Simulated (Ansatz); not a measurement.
# Pd (Pd, simple cubic): the cost of one run

Computed with Ansatz 0.2.0 (DFT RPBE, plane waves (420 eV) with PAW, scalar-relativistic; the PAW data stem from PBE, with regenerated cores, unless a step says otherwise).

## (1) The starting structure

Symmetry: Pm-3m, No. 221, cubic system. Conventional cell: a = 2.514 Å, b = 2.514 Å, c = 2.514 Å, α = 90.00°, β = 90.00°, γ = 90.00°. Pd (site symmetry m-3m) is surrounded by 6 Pd at 2.51 Å.

As a file:

```
CELL_PARAMETERS angstrom
2.51410 0.00000 0.00000
0.00000 2.51410 0.00000
0.00000 0.00000 2.51410
ATOMIC_POSITIONS crystal
Pd 0.00000 0.00000 0.00000
```

The atoms start with moments of +0.5 μB.

## (2) Relaxing cell and atoms

Input file input.yaml:

```yaml
crystal:
  lattice:
    - [2.5140960172, 0.0, 0.0]
    - [0.0, 2.5140960172, 0.0]
    - [0.0, 0.0, 2.5140960172]
  atoms:
    - { symbol: Pd, position: [0.0, 0.0, 0.0], spin: 0.5 }
hamiltonian:
  xc: rpbe
  pseudopotentials:
    kind: paw
    azcp:
      Pd: "pseudopotentials/Pd.paw.azcp"
basis:
  ecutwfc: 420
  fft_grid_basis: typed
kpoints:
  mp_grid: { grid: [12, 12, 12], shift: [0, 0, 0] }
magnetization:
  spin_polarized: true
scf:
  occupations: { method: fermi_dirac, width: 0.05 }
relax:
  max_steps: 60
  f_tol: 0.01
  cell: {}
output:
  write_density: true
  write_potential: true
  elf: true
  volumetric_format: npy
```

The run is started by

```sh
$ ansatz run input.yaml --threads 2 --pin off --max-ram 5120MiB --backend cpu --events-out ev --progress --plain --runs-dir out
```

What time and memory should one allow on 2 threads of Intel Xeon 6975P-C (Granite Rapids), shared host?

About 7.7 s, with a peak of 0.34 GiB.
